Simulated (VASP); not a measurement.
# Al2O3 (Corundum) (R-3c) in VASP: density of states with PBE

Aim: the density of states of Al2O3 (Corundum) with PBE.

Program: VASP 6.6.1. These are calculated values, not measurements. Logs are shortened: lines on timing, memory, paths and dates and some standing lists are left out, and cuts for length are marked.

## (1) The structure

The structure is trigonal, space group R-3c (No. 167). Conventional cell: a = 4.761 Å, b = 4.761 Å, c = 12.996 Å, α = 90.00°, β = 90.00°, γ = 120.00°. Around Al (site symmetry 3) lie 6 O at 1.85 to 1.97 Å. O (site symmetry 2) is surrounded by 4 Al at 1.85 to 1.97 Å.

## (2) Density of states, PBE

POSCAR reads:

```
Al2O3
1.0
    2.3802500000      1.3742380000      4.3318670000
   -2.3802500000      1.3742380000      4.3318670000
    0.0000000000     -2.7484760000      4.3318670000
Al O
4 6
Direct
    0.3521600000      0.3521600000      0.3521600000
    0.1478400000      0.1478400000      0.1478400000
    0.6478400000      0.6478400000      0.6478400000
    0.8521600000      0.8521600000      0.8521600000
    0.5566800000      0.9433200000      0.2500000000
    0.2500000000      0.5566800000      0.9433200000
    0.9433200000      0.2500000000      0.5566800000
    0.4433200000      0.0566800000      0.7500000000
    0.7500000000      0.4433200000      0.0566800000
    0.0566800000      0.7500000000      0.4433200000
```

INCAR.step1 reads:

```
SYSTEM = Al2O3
PREC = Accurate
ENCUT = 520
EDIFF = 1E-7
ISMEAR = 0
SIGMA = 0.01
LREAL = .FALSE.
LASPH = .TRUE.
NELM = 100
ALGO = Normal
ISIF = 2
LWAVE = .FALSE.
LCHARG = .TRUE.
GGA = PE
NBANDS = 35
```

KPOINTS.step1 reads:

```
regular mesh
0
G
  5 5 5
  0 0 0
```

INCAR.step2 reads:

```
SYSTEM = Al2O3
PREC = Accurate
ENCUT = 520
EDIFF = 1E-7
ISMEAR = -5
SIGMA = 0.01
LREAL = .FALSE.
LASPH = .TRUE.
NELM = 100
ALGO = Normal
ISIF = 2
LWAVE = .FALSE.
LCHARG = .FALSE.
GGA = PE
LORBIT = 10
NEDOS = 1001
ICHARG = 11
```

KPOINTS.step2 reads:

```
regular mesh
0
G
  8 8 8
  0 0 0
```

Potentials or basis: VASP PAW PBE potentials, release 64 (Al, O).

Command:

```sh
> cat potpaw_PBE.64/Al/POTCAR potpaw_PBE.64/O/POTCAR > POTCAR
> cp INCAR.step1 INCAR
> cp KPOINTS.step1 KPOINTS
> mpirun -np 1 vasp_std > vasp.out
> cp INCAR.step2 INCAR
> cp KPOINTS.step2 KPOINTS
> mpirun -np 1 vasp_std > vasp.out
```

OUTCAR:

```text
SYSTEM = Al2O3
   PREC = Accurate
   ENCUT = 520
   EDIFF = 1E-7
   ISMEAR = -5
   LREAL = .FALSE.
   LASPH = .TRUE.
   NELM = 100
   ISIF = 2
   GGA = PE
   LORBIT = 10
   ICHARG = 11

 ion  position               nearest neighbor table
   1  0.352  0.352  0.352-  10 1.85   8 1.85   9 1.85   5 1.97   7 1.97   6 1.97   2 2.66   3 2.79
                             3 2.79   3 2.79   2 3.22   2 3.22   2 3.22
   2  0.148  0.148  0.148-   9 1.85   8 1.85  10 1.85   5 1.97   7 1.97   6 1.97   1 2.66   4 2.79
                             4 2.79   4 2.79   1 3.22   1 3.22   1 3.22
   3  0.648  0.648  0.648-   7 1.85   5 1.85   6 1.85   8 1.97   9 1.97  10 1.97   4 2.66   1 2.79
                             1 2.79   1 2.79   4 3.22   4 3.22   4 3.22
   4  0.852  0.852  0.852-   6 1.85   5 1.85   7 1.85   8 1.97   9 1.97  10 1.97   3 2.66   2 2.79
                             2 2.79   2 2.79   3 3.22   3 3.22   3 3.22
   5  0.557  0.943  0.250-   3 1.85   4 1.85   1 1.97   2 1.97
   6  0.250  0.557  0.943-   4 1.85   3 1.85   1 1.97   2 1.97
   7  0.943  0.250  0.557-   3 1.85   4 1.85   1 1.97   2 1.97
   8  0.443  0.057  0.750-   1 1.85   2 1.85   3 1.97   4 1.97
   9  0.750  0.443  0.057-   2 1.85   1 1.85   3 1.97   4 1.97
  10  0.057  0.750  0.443-   1 1.85   2 1.85   3 1.97   4 1.97

  LATTYP: Found a trigonal (rhomboedric) cell.
 ALAT       =     5.1302233722
 COS(alpha) =     0.5694708097

  Lattice vectors:

 A1 = (   2.3802500000,   1.3742380000,   4.3318670000)
 A2 = (  -2.3802500000,   1.3742380000,   4.3318670000)
 A3 = (   0.0000000000,  -2.7484760000,   4.3318670000)

Analysis of symmetry for initial positions (statically):
=====================================================================
 Subroutine PRICEL returns:
 Original cell was already a primitive cell.

 Routine SETGRP: Setting up the symmetry group for a
 trigonal (rhombohedral) supercell.

 Subroutine GETGRP returns: Found 12 space group operations
 (whereof  6 operations were pure point group operations)
 out of a pool of 12 trial point group operations.

The static configuration has the point symmetry S_6 .
 The point group associated with its full space group is D_3d.

Analysis of symmetry for dynamics (positions and initial velocities):
=====================================================================
 Subroutine PRICEL returns:
 Original cell was already a primitive cell.

 Routine SETGRP: Setting up the symmetry group for a
 trigonal (rhombohedral) supercell.

 Subroutine GETGRP returns: Found 12 space group operations
 (whereof  6 operations were pure point group operations)
 out of a pool of 12 trial point group operations.

The dynamic configuration has the point symmetry S_6 .
[... 146 lines left out ...]
   IVDW    =     0    specifies the selected vdW correction
   LEPSILON=     F    determine dielectric tensor
   LRPA    =     F    only Hartree local field effects (RPA)
 non-spin polarized calculation
 Fermi weights with tetrahedron method with Bloechl corrections
  energy-cutoff  :      520.00
  volume of cell :       85.02
 maximum number of plane-waves:      2308
 NGX is ok and might be reduce to    40

 number of electron      48.0000013 magnetization

 Free energy of the ion-electron system (eV)
  ---------------------------------------------------
  ext. energy  EPLUGINS =         0.00000000
  ---------------------------------------------------
  free energy    TOTEN  =       -74.75239540 eV

  energy without entropy =      -74.75239540  energy(sigma->0) =      -74.75239540

 E-fermi :   6.1502     XC(G=0): -11.6856

 val. band max:        6.1427316177   @ k =   0.0000   0.0000   0.0000
 cond. band min:      12.3579529866   @ k =   0.0000   0.0000   0.0000
 fundamental gap:      6.2152213689
 Fermi energy:         6.1501694002

 k-point     1 :       0.0000    0.0000    0.0000
  band No.  band energies     occupation
      1     -13.1027      2.00000
      2     -10.7684      2.00000
      3     -10.4900      2.00000
      4     -10.4900      2.00000
      5     -10.1754      2.00000
      6     -10.1754      2.00000
[... 781 lines left out ...]
     29      17.3194      0.00000
     30      17.5270      0.00000

 [... further k-points ...]

------------------------ aborting loop because EDIFF is reached ----------------------------------------

  FORCE on cell =-STRESS in cart. coord.  units (eV):
  Direction    XX          YY          ZZ          XY          YZ          ZX
  --------------------------------------------------------------------------------------
  -------------------------------------------------------------------------------------
  Total        3.9314524      3.9314525      3.5949207      0.0000000      0.0000000      0.0000000
  in kB       74.0888254     74.0888278     67.7468342      0.0000000      0.0000000      0.0000000
  external PRESSURE =      71.9748292 kB  Pullay stress =       0.0000000 kB

 VOLUME and BASIS-vectors are now :
 -----------------------------------------------------------------------------
  energy-cutoff  :      520.00
  volume of cell :       85.02
      direct lattice vectors                 reciprocal lattice vectors
     2.380250000  1.374238000  4.331867000     0.210061968  0.121279332  0.076949115
    -2.380250000  1.374238000  4.331867000    -0.210061968  0.121279332  0.076949115
     0.000000000 -2.748476000  4.331867000     0.000000000 -0.242558664  0.076949115

 POSITION                                       TOTAL-FORCE (eV/Angst)
 -----------------------------------------------------------------------------------
      0.00000      0.00000      4.57653         0.000000      0.000000     -0.026800
      0.00000      0.00000      1.92127         0.000000      0.000000      0.026800
      0.00000      0.00000      8.41907         0.000000      0.000000      0.026800
      0.00000      0.00000     11.07433         0.000000      0.000000     -0.026800
     -0.92030      1.37424      7.58077        -0.025884     -0.000000      0.000000
     -0.72998     -1.48412      7.58077         0.012942     -0.022416      0.000000
      1.65027      0.10988      7.58077         0.012942      0.022416      0.000000
      0.92030     -1.37424      5.41483         0.025884      0.000000      0.000000
      0.72998      1.48412      5.41483        -0.012942      0.022416      0.000000
     -1.65027     -0.10988      5.41483        -0.012942     -0.022416      0.000000
 -----------------------------------------------------------------------------------
    total drift:                               -0.000000     -0.000000      0.000000

  FREE ENERGIE OF THE ION-ELECTRON SYSTEM (eV)
  ---------------------------------------------------
  free  energy   TOTEN  =       -74.7523953961 eV

  energy  without entropy=      -74.7523953961  energy(sigma->0) =      -74.75239540

 total charge

# of ion       s       p       d       tot
------------------------------------------
    1        0.312   0.402   0.000   0.714
    2        0.312   0.402   0.000   0.714
    3        0.312   0.402   0.000   0.714
    4        0.312   0.402   0.000   0.714
    5        1.548   3.646   0.000   5.194
    6        1.548   3.646   0.000   5.194
    7        1.548   3.646   0.000   5.194
    8        1.548   3.646   0.000   5.194
    9        1.548   3.646   0.000   5.194
   10        1.548   3.646   0.000   5.194
--------------------------------------------------
tot         10.533  23.486   0.000  34.019
```

OUTCAR.step1:

```text
SYSTEM = Al2O3
   PREC = Accurate
   ENCUT = 520
   EDIFF = 1E-7
   ISMEAR = 0
   LREAL = .FALSE.
[... 976 lines left out ...]
      0.92030     -1.37424      5.41483         0.025872     -0.000000     -0.000000
      0.72998      1.48412      5.41483        -0.012936      0.022406     -0.000000
     -1.65027     -0.10988      5.41483        -0.012936     -0.022406     -0.000000
 -----------------------------------------------------------------------------------
    total drift:                               -0.000000      0.000000     -0.000000

  FREE ENERGIE OF THE ION-ELECTRON SYSTEM (eV)
  ---------------------------------------------------
  free  energy   TOTEN  =       -74.7524119043 eV

  energy  without entropy=      -74.7524119043  energy(sigma->0) =      -74.75241190
```

OSZICAR.step1:

```text
N       E                     dE             d eps       ncg     rms          rms(c)
DAV:   1     0.231003991555E+03    0.23100E+03   -0.25535E+04  1330   0.131E+03
DAV:   2    -0.699136274061E+02   -0.30092E+03   -0.29083E+03  1730   0.289E+02
DAV:   3    -0.827142194292E+02   -0.12801E+02   -0.12757E+02  1713   0.603E+01
DAV:   4    -0.828135950147E+02   -0.99376E-01   -0.99320E-01  1612   0.612E+00
DAV:   5    -0.828148103636E+02   -0.12153E-02   -0.12151E-02  1692   0.675E-01    0.176E+01
DAV:   6    -0.746879077075E+02    0.81269E+01   -0.28319E+01  1611   0.284E+01    0.597E+00
DAV:   7    -0.747287443608E+02   -0.40837E-01   -0.85560E-01  1628   0.458E+00    0.329E+00
DAV:   8    -0.747479716302E+02   -0.19227E-01   -0.84788E-02  1545   0.223E+00    0.689E-01
DAV:   9    -0.747517940878E+02   -0.38225E-02   -0.21784E-02  1740   0.798E-01    0.316E-01
DAV:  10    -0.747524456275E+02   -0.65154E-03   -0.78182E-04  1478   0.166E-01    0.733E-02
DAV:  11    -0.747524096213E+02    0.36006E-04   -0.34918E-04  1700   0.106E-01    0.224E-02
DAV:  12    -0.747524123984E+02   -0.27771E-05   -0.19021E-05  1510   0.262E-02    0.549E-03
DAV:  13    -0.747524119431E+02    0.45531E-06   -0.29851E-06  1724   0.955E-03    0.122E-03
DAV:  14    -0.747524118390E+02    0.10409E-06   -0.16009E-07  1156   0.245E-03    0.669E-04
DAV:  15    -0.747524119043E+02   -0.65249E-07   -0.15078E-08   892   0.784E-04
   1 F= -.74752412E+02 E0= -.74752412E+02  d E =-.162145E-36
```

It took 1.9 min on 1 thread of Intel Xeon Platinum 8488C (Sapphire Rapids), shared host; peak memory 0.29 GiB.

What came out:

```yaml
Valence_electrons_inside_the_program's_atomic_spheres: Al 0.71; O 5.19
```

States per cell in windows of 1 eV (zero at the valence-band top; states under -8 eV left out):
| from (eV) | total | O5_p | O6_p | O7_p | O8_p | O9_p | O10_p |
| --- | --- | --- | --- | --- | --- | --- | --- |
| -8.0 | 0.00 | 0.00 | 0.00 | 0.00 | 0.00 | 0.00 | 0.00 |
| -7.0 | 2.34 | 0.18 | 0.18 | 0.18 | 0.18 | 0.18 | 0.18 |
| -6.0 | 4.20 | 0.33 | 0.33 | 0.33 | 0.33 | 0.33 | 0.33 |
| -5.0 | 4.21 | 0.36 | 0.36 | 0.36 | 0.36 | 0.36 | 0.36 |
| -4.0 | 4.05 | 0.37 | 0.37 | 0.37 | 0.37 | 0.37 | 0.37 |
| -3.0 | 5.42 | 0.56 | 0.56 | 0.56 | 0.56 | 0.56 | 0.56 |
| -2.0 | 8.09 | 0.92 | 0.92 | 0.92 | 0.92 | 0.92 | 0.92 |
| -1.0 | 7.62 | 0.92 | 0.92 | 0.92 | 0.92 | 0.92 | 0.92 |
| 0.0 | 0.00 | 0.00 | 0.00 | 0.00 | 0.00 | 0.00 | 0.00 |
| 1.0 | 0.00 | 0.00 | 0.00 | 0.00 | 0.00 | 0.00 | 0.00 |
| 2.0 | 0.00 | 0.00 | 0.00 | 0.00 | 0.00 | 0.00 | 0.00 |
| 3.0 | 0.00 | 0.00 | 0.00 | 0.00 | 0.00 | 0.00 | 0.00 |
| 4.0 | 0.00 | 0.00 | 0.00 | 0.00 | 0.00 | 0.00 | 0.00 |
| 5.0 | 0.00 | 0.00 | 0.00 | 0.00 | 0.00 | 0.00 | 0.00 |
| 6.0 | 0.07 | 0.00 | 0.00 | 0.00 | 0.00 | 0.00 | 0.00 |
| 7.0 | 0.28 | 0.01 | 0.01 | 0.01 | 0.01 | 0.01 | 0.01 |
